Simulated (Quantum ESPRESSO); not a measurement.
# PtSe2 (Sudovikovite) (P-3m1) in Quantum ESPRESSO: notebook

One crystal, PtSe2 (Sudovikovite), is run at these levels: LDA; tasks: single point, equation of state.

Program: Quantum ESPRESSO 7.5. These are calculated values, not measurements. Logs are shortened: lines on timing, memory, paths and dates and some standing lists are left out, and cuts for length are marked.

## (1) Starting point

Symmetry: P-3m1, No. 164, trigonal system. Conventional cell: a = 3.724 Å, b = 3.724 Å, c = 5.062 Å, α = 90.00°, β = 90.00°, γ = 120.00°. Around Pt (site symmetry -3m) lie 6 Se at 2.49 Å. Se (site symmetry 3m) is surrounded by 3 Pt at 2.49 Å.

## (2) Single point, LDA, 19.05 Å³/atom

Input file pw.in:

```
&CONTROL
  calculation = 'scf'
  prefix = 'pwscf'
  outdir = './tmp'
  pseudo_dir = './pseudo'
  tprnfor = .true.
  tstress = .true.
  disk_io = 'nowf'
/
&SYSTEM
  ibrav = 0
  nat = 3
  ntyp = 2
  ecutwfc = 86
  nbnd = 34
  occupations = 'smearing'
  smearing = 'fd'
  degauss = 0.00367493
/
&ELECTRONS
  conv_thr = 6d-10
  electron_maxstep = 120
  mixing_beta = 0.5
/
ATOMIC_SPECIES
Pt   195.0840 Pt.upf
Se    78.9710 Se.upf
CELL_PARAMETERS angstrom
   3.6479786689    0.0000000000    0.0000000000
  -1.8239893344    3.1592421997    0.0000000000
   0.0000000000    0.0000000000    4.9586648823
ATOMIC_POSITIONS crystal
Pt     0.0000000000    0.0000000000    0.0000000000
Se     0.6666666667    0.3333333333    0.7500000000
Se     0.3333333333    0.6666666667    0.2500000000
K_POINTS automatic
8 8 5 0 0 0
```

Potentials or basis: PseudoDojo 0.4.1 SR LDA standard.

Command:

```sh
$ OMP_NUM_THREADS=1 pw.x -in pw.in > pw.out
```

pw.out:

```text
This program is part of the open-source Quantum ESPRESSO suite
     for quantum simulation of materials; please cite
[... 9 lines left out ...]
     --------------------
     sticks:   dense  smooth     PW     G-vecs:    dense   smooth      PW
     Sum        1135    1135    313                41617    41617    6317

     Using Slab Decomposition

     bravais-lattice index     =            0
     lattice parameter (alat)  =       6.8937  a.u.
     unit-cell volume          =     385.6529 (a.u.)^3
     number of atoms/cell      =            3
     number of atomic types    =            2
     number of electrons       =        50.00
     number of Kohn-Sham states=           34
     kinetic-energy cutoff     =      86.0000  Ry
     charge density cutoff     =     344.0000  Ry
     scf convergence threshold =      6.0E-10
     mixing beta               =       0.5000
     number of iterations used =            8  plain     mixing
     Exchange-correlation= SLA  PW   NOGX NOGC
                           (   1   4   0   0   0   0   0)

     celldm(1)=   6.893681  celldm(2)=   0.000000  celldm(3)=   0.000000
     celldm(4)=   0.000000  celldm(5)=   0.000000  celldm(6)=   0.000000

     crystal axes: (cart. coord. in units of alat)
               a(1) = (   1.000000   0.000000   0.000000 )
               a(2) = (  -0.500000   0.866025   0.000000 )
               a(3) = (   0.000000   0.000000   1.359291 )

     reciprocal axes: (cart. coord. in units 2 pi/alat)
               b(1) = (  1.000000  0.577350 -0.000000 )
               b(2) = (  0.000000  1.154701  0.000000 )
               b(3) = (  0.000000 -0.000000  0.735678 )

     PseudoPot. # 1 for Pt read from file:
     Pt.upf
     Pseudo is Norm-conserving + core correction, Zval = 18.0
     Generated using ONCVPSP code by D. R. Hamann
     Using radial grid of 1340 points,  8 beta functions with:
                l(1) =   0
                l(2) =   0
                l(3) =   1
                l(4) =   1
                l(5) =   2
                l(6) =   2
                l(7) =   3
                l(8) =   3

     PseudoPot. # 2 for Se read from file:
     Se.upf
     Pseudo is Norm-conserving + core correction, Zval = 16.0
     Generated using ONCVPSP code by D. R. Hamann
     Using radial grid of 1198 points,  6 beta functions with:
                l(1) =   0
                l(2) =   0
                l(3) =   1
                l(4) =   1
                l(5) =   2
                l(6) =   2

     atomic species   valence    mass     pseudopotential
     Pt               18.00   195.08400     Pt( 1.00)
     Se               16.00    78.97100     Se( 1.00)

     12 Sym. Ops., with inversion, found

   Cartesian axes

     site n.     atom                  positions (alat units)
         1        Pt     tau(   1) = (   0.0000000   0.0000000   0.0000000  )
         2        Se     tau(   2) = (   0.5000000   0.2886751   1.0194683  )
         3        Se     tau(   3) = (  -0.0000000   0.5773503   0.3398228  )

     number of k points=    40  Fermi-Dirac smearing, width (Ry)=  0.0037
                       cart. coord. in units 2pi/alat
        k(    1) = (   0.0000000   0.0000000   0.0000000), wk =   0.0062500
        k(    2) = (   0.0000000   0.0000000   0.1471355), wk =   0.0125000
        k(    3) = (   0.0000000   0.0000000   0.2942710), wk =   0.0125000
        k(    4) = (   0.0000000   0.1443376   0.0000000), wk =   0.0375000
        k(    5) = (   0.0000000   0.1443376   0.1471355), wk =   0.0375000
        k(    6) = (   0.0000000   0.1443376   0.2942710), wk =   0.0375000
[... 32 lines left out ...]
        k(   39) = (  -0.1250000   0.5051815  -0.1471355), wk =   0.0750000
        k(   40) = (  -0.1250000   0.5051815  -0.2942710), wk =   0.0750000

     Dense  grid:    41617 G-vectors     FFT dimensions: (  45,  45,  60)

     Initial potential from superposition of free atoms

     starting charge      49.9998, renormalised to      50.0000
     Starting wfcs are   28 randomized atomic wfcs +    6 random wfcs

     Self-consistent Calculation

     iteration #  1     ecut=    86.00 Ry     beta= 0.50
     Davidson diagonalization with overlap
     ethr =  1.00E-02,  avg # of iterations =  5.8

     Threshold (ethr) on eigenvalues was too large:
     Diagonalizing with lowered threshold

     Davidson diagonalization with overlap
     ethr =  5.59E-04,  avg # of iterations =  1.3

     total energy              =    -746.06423184 Ry
     estimated scf accuracy    <       0.27702949 Ry

     iteration #  2     ecut=    86.00 Ry     beta= 0.50
     Davidson diagonalization with overlap
     ethr =  5.54E-04,  avg # of iterations =  2.4

     total energy              =    -746.11641385 Ry
     estimated scf accuracy    <       0.43320542 Ry

     iteration #  3     ecut=    86.00 Ry     beta= 0.50
     Davidson diagonalization with overlap
     ethr =  5.54E-04,  avg # of iterations =  2.0

     total energy              =    -746.18443046 Ry
     estimated scf accuracy    <       0.00403615 Ry
[... 26 lines left out ...]
     total energy              =    -746.18476145 Ry
     estimated scf accuracy    <       0.00000005 Ry

     iteration #  8     ecut=    86.00 Ry     beta= 0.50
     Davidson diagonalization with overlap
     ethr =  9.16E-11,  avg # of iterations =  3.5

     total energy              =    -746.18476146 Ry
     estimated scf accuracy    <          3.2E-09 Ry

     iteration #  9     ecut=    86.00 Ry     beta= 0.50
     Davidson diagonalization with overlap
     ethr =  6.35E-12,  avg # of iterations =  2.4

     End of self-consistent calculation

          k = 0.0000 0.0000 0.0000 (  5265 PWs)   bands (ev):

   -85.2206 -39.3270 -39.3270 -39.2329 -34.0367 -34.0367 -34.0332 -34.0332
   -34.0125 -34.0125 -34.0056 -34.0056 -33.9987 -33.9983  -1.5365   1.6614
     7.0407   7.7805   7.7805  10.4208  10.4208  12.0469  13.6739  13.6739
    15.2304  16.3603  16.3603  18.1883  19.2619  22.0592  22.0592  26.8170
    27.3467  27.4454

          k = 0.0000 0.0000 0.1471 (  5176 PWs)   bands (ev):

   -85.2206 -39.3270 -39.3270 -39.2329 -34.0366 -34.0366 -34.0333 -34.0333
   -34.0120 -34.0120 -34.0061 -34.0061 -33.9988 -33.9982  -1.3797   1.2528
     7.6286   7.7991   7.7991  10.4075  10.4075  11.9923  13.4934  13.4934
    14.3813  16.6838  16.6838  18.4998  20.1443  21.9449  21.9449  25.5350
    25.8010  25.8010

          k = 0.0000 0.0000 0.2943 (  5194 PWs)   bands (ev):
[... 289 lines left out ...]
   -85.2203 -39.3393 -39.3318 -39.2322 -34.0364 -34.0355 -34.0342 -34.0338
   -34.0116 -34.0088 -34.0084 -34.0072 -33.9982 -33.9981   0.5029   0.6747
     7.1333   8.2776   9.1855   9.2236  10.0862  10.9443  11.0920  11.8394
    12.6714  15.8657  16.5238  19.6317  20.8949  22.2840  24.0000  24.5525
    25.3248  27.3501

          k =-0.1250 0.5052-0.2943 (  5195 PWs)   bands (ev):

   -85.2203 -39.3393 -39.3318 -39.2322 -34.0363 -34.0356 -34.0340 -34.0340
   -34.0107 -34.0092 -34.0087 -34.0076 -33.9981 -33.9980   0.5161   0.7267
     6.9192   8.0388   8.8426   9.4488  10.2246  10.9938  11.1104  12.2025
    12.7501  15.7876  17.0754  19.6270  20.5326  22.4587  23.9966  24.4303
    25.5326  26.9209

     the Fermi energy is    14.8527 ev

!    total energy              =    -746.18476146 Ry
     estimated scf accuracy    <          3.4E-10 Ry
     smearing contrib. (-TS)   =      -0.00044518 Ry
     internal energy E=F+TS    =    -746.18431628 Ry

     The total energy is F=E-TS. E is the sum of the following terms:
     one-electron contribution =    -348.41823549 Ry
     hartree contribution      =     192.21607667 Ry
     xc contribution           =    -142.95645093 Ry
     ewald contribution        =    -447.02570653 Ry

     convergence has been achieved in   9 iterations

     Forces acting on atoms (cartesian axes, Ry/au):

     atom    1 type  1   force =     0.00000000    0.00000000    0.00000000
     atom    2 type  2   force =     0.00000000    0.00000000   -0.04061424
     atom    3 type  2   force =    -0.00000000   -0.00000000    0.04061424

     Total force =     0.057437     Total SCF correction =     0.000109

     Computing stress (Cartesian axis) and pressure

          total   stress  (Ry/bohr**3)                   (kbar)     P=       89.49
   0.00071292  -0.00000000   0.00000000          104.87       -0.00        0.00
  -0.00000000   0.00071292   0.00000000           -0.00      104.87        0.00
   0.00000000   0.00000000   0.00039924            0.00        0.00       58.73

=------------------------------------------------------------------------------=
   JOB DONE.
=------------------------------------------------------------------------------=
```

It took 2.1 min on 1 thread of Arm Neoverse V1, shared host; peak memory 0.2 GiB.

Results:

| Quantity | Value |
| --- | --- |
| Free energy | -10152.3609 eV |
| Pressure | 8.9 GPa |
| Largest force | 1.044 eV/Å |
| Band gap on the k mesh | none (metal or under the smearing width) |

Caveat: forces of over 1 eV/Å show positions far from the minimum, so gaps and moduli don't describe the material at rest.

## (3) Single point, LDA, 19.45 Å³/atom

Changes to pw.in since step 2:

```diff
@@ -28,5 +28,5 @@
 CELL_PARAMETERS angstrom
-   3.6479786689    0.0000000000    0.0000000000
-  -1.8239893344    3.1592421997    0.0000000000
-   0.0000000000    0.0000000000    4.9586648823
+   3.6736695059    0.0000000000    0.0000000000
+  -1.8368347530    3.1814911172    0.0000000000
+   0.0000000000    0.0000000000    4.9935862081
 ATOMIC_POSITIONS crystal
```

Potentials or basis: PseudoDojo 0.4.1 SR LDA standard.

Command:

```sh
$ OMP_NUM_THREADS=1 pw.x -in pw.in > pw.out
```

It took 2.1 min on 1 thread of Arm Neoverse V1, shared host; peak memory 0.21 GiB.

It converged, with:

| Quantity | Value |
| --- | --- |
| Free energy | -10152.4152 eV |
| Pressure | 5.4 GPa |
| Largest force | 0.735 eV/Å |
| Band gap on the k mesh | none (metal or under the smearing width) |

## (4) Single point, LDA, 19.86 Å³/atom

Changes to pw.in since step 3:

```diff
@@ -28,5 +28,5 @@
 CELL_PARAMETERS angstrom
-   3.6736695059    0.0000000000    0.0000000000
-  -1.8368347530    3.1814911172    0.0000000000
-   0.0000000000    0.0000000000    4.9935862081
+   3.6990059583    0.0000000000    0.0000000000
+  -1.8495029792    3.2034331287    0.0000000000
+   0.0000000000    0.0000000000    5.0280258220
 ATOMIC_POSITIONS crystal
```

Command:

```sh
$ OMP_NUM_THREADS=1 pw.x -in pw.in > pw.out
```

It took 2.2 min on 1 thread of Arm Neoverse V1, shared host; peak memory 0.21 GiB.

Results (log left out):

- Free energy: -10152.4440 eV
- Pressure: 2.2 GPa
- Largest force: 0.451 eV/Å
- Band gap on the k mesh: none (metal or under the smearing width)

## (5) Single point, LDA, 20.27 Å³/atom

Changes to pw.in since step 4:

```diff
@@ -28,5 +28,5 @@
 CELL_PARAMETERS angstrom
-   3.6990059583    0.0000000000    0.0000000000
-  -1.8495029792    3.2034331287    0.0000000000
-   0.0000000000    0.0000000000    5.0280258220
+   3.7240000000    0.0000000000    0.0000000000
+  -1.8620000000    3.2250786037    0.0000000000
+   0.0000000000    0.0000000000    5.0620000000
 ATOMIC_POSITIONS crystal
```

Command:

```sh
$ OMP_NUM_THREADS=1 pw.x -in pw.in > pw.out
```

Wall time 2.2 min (1 thread of Arm Neoverse V1, shared host); peak memory 0.21 GiB.

The run converged. Its results:

```
Free energy            : -10152.4502 eV
Pressure               : -0.6 GPa
Largest force          : 0.192 eV/Å
Band gap on the k mesh : none (metal or under the smearing width)
```

## (6) Single point, LDA, 20.67 Å³/atom

Changes to pw.in since step 5:

```diff
@@ -28,5 +28,5 @@
 CELL_PARAMETERS angstrom
-   3.7240000000    0.0000000000    0.0000000000
-  -1.8620000000    3.2250786037    0.0000000000
-   0.0000000000    0.0000000000    5.0620000000
+   3.7486629704    0.0000000000    0.0000000000
+  -1.8743314852    3.2464373626    0.0000000000
+   0.0000000000    0.0000000000    5.0955241558
 ATOMIC_POSITIONS crystal
```

Potentials or basis: PseudoDojo 0.4.1 SR LDA standard.

Command:

```sh
$ OMP_NUM_THREADS=1 pw.x -in pw.in > pw.out
```

It took 2.2 min on 1 thread of Arm Neoverse V1, shared host; peak memory 0.22 GiB.

The run converged. Its results:

| Quantity | Value |
| --- | --- |
| Free energy | -10152.4362 eV |
| Pressure | -3.1 GPa |
| Largest force | 0.046 eV/Å |
| Band gap on the k mesh | none (metal or under the smearing width) |

## (7) Single point, LDA, 21.08 Å³/atom

Changes to pw.in since step 6:

```diff
@@ -28,5 +28,5 @@
 CELL_PARAMETERS angstrom
-   3.7486629704    0.0000000000    0.0000000000
-  -1.8743314852    3.2464373626    0.0000000000
-   0.0000000000    0.0000000000    5.0955241558
+   3.7730056198    0.0000000000    0.0000000000
+  -1.8865028099    3.2675187154    0.0000000000
+   0.0000000000    0.0000000000    5.1286129021
 ATOMIC_POSITIONS crystal
```

Command:

```sh
$ OMP_NUM_THREADS=1 pw.x -in pw.in > pw.out
```

It took 2.3 min on 1 thread of Arm Neoverse V1, shared host; peak memory 0.22 GiB.

Results (log left out):

```
Free energy            : -10152.4043 eV
Pressure               : -5.3 GPa
Largest force          : 0.265 eV/Å
Band gap on the k mesh : none (metal or under the smearing width)
```

## (8) Single point, LDA, 21.48 Å³/atom

Changes to pw.in since step 7:

```diff
@@ -28,5 +28,5 @@
 CELL_PARAMETERS angstrom
-   3.7730056198    0.0000000000    0.0000000000
-  -1.8865028099    3.2675187154    0.0000000000
-   0.0000000000    0.0000000000    5.1286129021
+   3.7970381507    0.0000000000    0.0000000000
+  -1.8985190754    3.2883314977    0.0000000000
+   0.0000000000    0.0000000000    5.1612801071
 ATOMIC_POSITIONS crystal
```

Command:

```sh
$ OMP_NUM_THREADS=1 pw.x -in pw.in > pw.out
```

It took 2.3 min on 1 thread of Arm Neoverse V1, shared host; peak memory 0.23 GiB.

It converged, with:

```yaml
Free_energy: -10152.3565 eV
Pressure: -7.3 GPa
Largest_force: 0.465 eV/Å
Band_gap_on_the_k_mesh: none (metal or under the smearing width)
```

## (9) Equation of state, LDA

Potentials or basis: PseudoDojo 0.4.1 SR LDA standard.

No new run: the results of the series are fitted here.

What came out:

- Equilibrium volume: 20.18 Å³/atom
- Bulk modulus at fixed shape and positions: 135 GPa
- Pressure derivative of the bulk modulus: 4.9

Energy against volume, from the lowest point:
| volume (Å³/atom) | energy (meV/atom) |
| --- | --- |
| 19.049 | 29.76 |
| 19.455 | 11.66 |
| 19.860 | 2.06 |
| 20.265 | 0.00 |
| 20.671 | 4.66 |
| 21.076 | 15.28 |
| 21.481 | 31.21 |

Caveat: the cell was scaled at fixed shape and fractional positions, which overstates the stiffness of a crystal with free parameters, most of all of layers and chains. Spin-orbit coupling is left out, which matters for the levels of Pt.
